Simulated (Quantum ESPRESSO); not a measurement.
A run of Quantum ESPRESSO 7.5:

pw.in

```
&CONTROL
  calculation = 'scf'
  prefix = 'pwscf'
  outdir = './tmp'
  pseudo_dir = './pseudo'
  tprnfor = .true.
  tstress = .true.
  disk_io = 'low'
/
&SYSTEM
  ibrav = 0
  nat = 1
  ntyp = 1
  ecutwfc = 56
  ecutrho = 448
  nbnd = 16
  occupations = 'smearing'
  smearing = 'mv'
  degauss = 0.01469973
/
&ELECTRONS
  conv_thr = 2d-10
  electron_maxstep = 120
  mixing_beta = 0.5
/
ATOMIC_SPECIES
Ag   107.8682 ag_pbe_v1.4.uspp.F.UPF
CELL_PARAMETERS bohr
   0.0000000000    3.8602380411    3.8602380411
   3.8602380411    0.0000000000    3.8602380411
   3.8602380411    3.8602380411    0.0000000000
ATOMIC_POSITIONS bohr
Ag     0.0000000000    0.0000000000    0.0000000000
K_POINTS automatic
11 11 11 0 0 0
```

File relax.in:

```
&CONTROL
  calculation = 'vc-relax'
  prefix = 'pwscf'
  outdir = './tmp'
  pseudo_dir = './pseudo'
  tprnfor = .true.
  tstress = .true.
  disk_io = 'low'
  nstep = 40
  forc_conv_thr = 0.0001
  etot_conv_thr = 1d-06
/
&SYSTEM
  ibrav = 0
  nat = 1
  ntyp = 1
  ecutwfc = 56
  ecutrho = 448
  nbnd = 16
  occupations = 'smearing'
  smearing = 'mv'
  degauss = 0.01469973
/
&ELECTRONS
  conv_thr = 2d-10
  electron_maxstep = 120
  mixing_beta = 0.5
/
&IONS
  ion_dynamics = 'bfgs'
/
&CELL
  cell_dynamics = 'bfgs'
  press = 0
  press_conv_thr = 0.2
/
ATOMIC_SPECIES
Ag   107.8682 ag_pbe_v1.4.uspp.F.UPF
CELL_PARAMETERS bohr
   0.0000000000    3.8602380411    3.8602380411
   3.8602380411    0.0000000000    3.8602380411
   3.8602380411    3.8602380411    0.0000000000
ATOMIC_POSITIONS bohr
Ag     0.0000000000    0.0000000000    0.0000000000
K_POINTS automatic
11 11 11 0 0 0
```

File scf2.in:

```
&CONTROL
  calculation = 'scf'
  prefix = 'pwscf'
  outdir = './tmp'
  pseudo_dir = './pseudo'
  tprnfor = .true.
  tstress = .true.
  disk_io = 'low'
/
&SYSTEM
  ibrav = 0
  nat = 1
  ntyp = 1
  ecutwfc = 56
  ecutrho = 448
  nbnd = 16
  occupations = 'smearing'
  smearing = 'mv'
  degauss = 0.01469973
/
&ELECTRONS
  conv_thr = 1d-13
  electron_maxstep = 120
  mixing_beta = 0.5
  startingpot = 'file'
  startingwfc = 'file'
/
ATOMIC_SPECIES
Ag   107.8682 ag_pbe_v1.4.uspp.F.UPF
CELL_PARAMETERS bohr
   0.0000000000    3.9155778354    3.9155778354
   3.9155778354    0.0000000000    3.9155778354
   3.9155778354    3.9155778354    0.0000000000
ATOMIC_POSITIONS bohr
Ag     0.0000000000    0.0000000000    0.0000000000
K_POINTS automatic
11 11 11 0 0 0
```

The input ph.in:

```
phonons of Ag
&INPUTPH
  prefix = 'pwscf'
  outdir = './tmp'
  tr2_ph = 1d-18
  fildyn = 'dyn'
  niter_ph = 90
  alpha_mix(1) = 0.4
/
0.3535533906 0.3535533906 0.3535533906
```

Potentials or basis: GBRV 1.5 PBE.

Run with:

```console
$ OMP_NUM_THREADS=1 mpirun -n 4 pw.x -nk 4 -in pw.in > pw.out
$ OMP_NUM_THREADS=1 mpirun -n 4 pw.x -nk 4 -in relax.in > relax.out
$ OMP_NUM_THREADS=1 mpirun -n 4 pw.x -nk 4 -in scf2.in > scf2.out
$ OMP_NUM_THREADS=1 mpirun -n 4 ph.x -nk 4 -in ph.in > ph.out
```

Hardware: 4 MPI ranks on Arm Neoverse V1 (shared host).

How long does it take, and how much memory?

It took 110 s on 4 MPI ranks on Arm Neoverse V1, on a shared host, peak memory 0.36 GiB a rank. Counts: scf iterations 48, k pools 4, bands 16, ion steps 5, k points 56, g dense 18499.
